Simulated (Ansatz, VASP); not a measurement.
**One calculation of BN, two programs**

```xyz
2
Lattice="0.0000 1.8430 1.8430 1.8430 0.0000 1.8430 1.8430 1.8430 0.0000" Properties=species:S:1:pos:R:3 pbc="T T T"
B     0.0000    0.0000    0.0000
N     2.7644    2.7644    2.7644
```

Change from the starting cell: volume scaled by 1.06, crystal datasets.

Alike in both runs: task electric field gradients; functional PBE; k mesh 13 × 13 × 13; occupations fermi-dirac, width 0.03 eV; no spin polarisation.

```csv
,VASP,Ansatz
version,VASP 6.6.1,Ansatz 0.2.0
potentials or method,"VASP PAW PBE potentials, release 64 (B, N), cutoff 520 eV","all-electron PAW with datasets made for the crystal, scalar-relativistic"
```

```csv
,VASP,Ansatz,Ansatz less VASP
gap on the k mesh at the Fermi level (eV),4.46,4.47,+0.007
pressure (GPa),-16.9,-17.0,-0.12
Vzz of the field gradient on the site that differs most (V/Å²),0.0,0.0,0.00
```

Ansatz ran all-electron here, so the differences hold the error of VASP's frozen core and of both bases.

Caveats: so large a pressure means that the cell lies far from this level's equilibrium, or that cutoff or potentials fall short (VASP); an odd mesh through Γ misses points on the zone boundary, where band edges often lie.
